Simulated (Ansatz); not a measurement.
What does this script print? It uses Ansatz 0.2.0, Python API.

`sio2.py`:
```python
"""Which atoms and shells make the states of SiO2."""

from dataclasses import dataclass
import warnings

import ansatz as az
import numpy as np


@dataclass
class Options:
    xc: str = "r2SCAN"
    cutoff_ev: int = 550
    kmesh: tuple[int, ...] = (6, 6, 4)
    extra_bands: int = 24


opts = Options()


def main() -> None:
    warnings.simplefilter("ignore", az.DeckWarning)

    lattice = az.Lattice.of(
        [5.013, 0.0, 0.0],
        [-2.5065, 4.34139, 0.0],
        [0.0, 0.0, 5.47],
    )
    sites = [
        ("Si", [0.5, 0.5, 1 / 3]),
        ("Si", [0.0, 0.5, 2 / 3]),
        ("Si", [0.5, 0.0, 0.0]),
        ("O", [0.197, 0.803, 5 / 6]),
        ("O", [0.394, 0.197, 1 / 6]),
        ("O", [0.197, 0.394, 0.5]),
        ("O", [0.803, 0.197, 5 / 6]),
        ("O", [0.606, 0.803, 1 / 6]),
        ("O", [0.803, 0.606, 0.5]),
    ]
    system = az.Crystal(lattice=lattice)
    for symbol, position in sites:
        system = system.atom(symbol, position)

    calculation = (
        system.calculation()
        .functional(opts.xc)
        .basis(opts.cutoff_ev)
        .kpoints(*opts.kmesh)
        .occupations(az.OccupationsMethod.FIXED)
        .scf(extra_bands=opts.extra_bands)
        .density_of_states(projected=True, energy_step=0.1)
    )
    planned = calculation.session().plan(threads=1)
    facts = planned.describe()
    print("plan:", facts["n_bands"], "bands,", len(facts["kpoints_frac"]), "k-points, plane waves", facts["n_pw_range"], "grid", facts["fft_dense"])
    done = planned.execute()
    r = done.report

    dos = done.density_of_states()
    energy = np.asarray(dos.energies_ev) - dos.fermi_ev
    curves = {}
    for site in done.projected_density_of_states().sites:
        for shell in site.shells:
            weight = sum(np.sum(curve.g_bin_mean_per_ev, axis=0) for curve in shell.curves)
            name = f"{site.species} {shell.label}"
            curves[name] = curves.get(name, 0) + weight

    print("E-EF   " + " ".join(f"{name:>8s}" for name in curves))
    for e in np.arange(-8, 6 + 0.1, 1.0):
        print(f"{e:5.1f}  " + " ".join(f"{np.interp(e, energy, g):8.3f}" for g in curves.values()))


if __name__ == "__main__":
    main()
```

```console
$ python sio2.py
plan: 48 bands, 21 k-points, plane waves [3450, 3513] grid [40, 40, 45]
E-EF      Si 3S    Si 3P     O 2S     O 2P
 -8.0     0.061    0.016    0.012    0.212
 -7.0     0.107    0.101    0.029    0.654
 -6.0     0.061    0.523    0.017    2.135
 -5.0     0.032    0.939    0.027    3.913
 -4.0     0.000    0.004    0.000    0.025
 -3.0     0.055    0.643    0.380    5.719
 -2.0     0.020    0.218    0.114    5.003
 -1.0     0.012    0.163    0.051    7.177
  0.0     0.000    0.004    0.007    1.749
  1.0     0.000    0.000    0.000    0.000
  2.0     0.000    0.000    0.000    0.000
  3.0     0.000    0.000    0.000    0.000
  4.0     0.000    0.000    0.000    0.000
  5.0     0.000    0.000    0.000    0.000
  6.0     0.000    0.000    0.000    0.000
```

Notes:
- Semilocal gaps usually lie well under measured ones.
- Under fixed occupations the level called the Fermi level is the highest filled one on the SCF mesh; off the mesh a filled band can lie a little above it.
- This is a high-temperature or high-pressure form, not the ambient phase.
- The crystal has a gap of about 6.18 eV on the mesh; bins of finite width blur the band edges.
- The structure is a deposited one; some such entries were measured under pressure or heat, so a shift against it needn't be the functional's error alone.
- Curves are summed over the cell's atoms. Only shells that the potentials hold have channels, so projections don't add up to the total, least of all where a shell is missing (p of most metals); heights and places of peaks move with the mesh.
- The density of states is complete only as far up as bands were computed.
- The whole script took 29 s on 1 thread of Arm Neoverse V1 (shared host), peak memory 0.68 GiB.
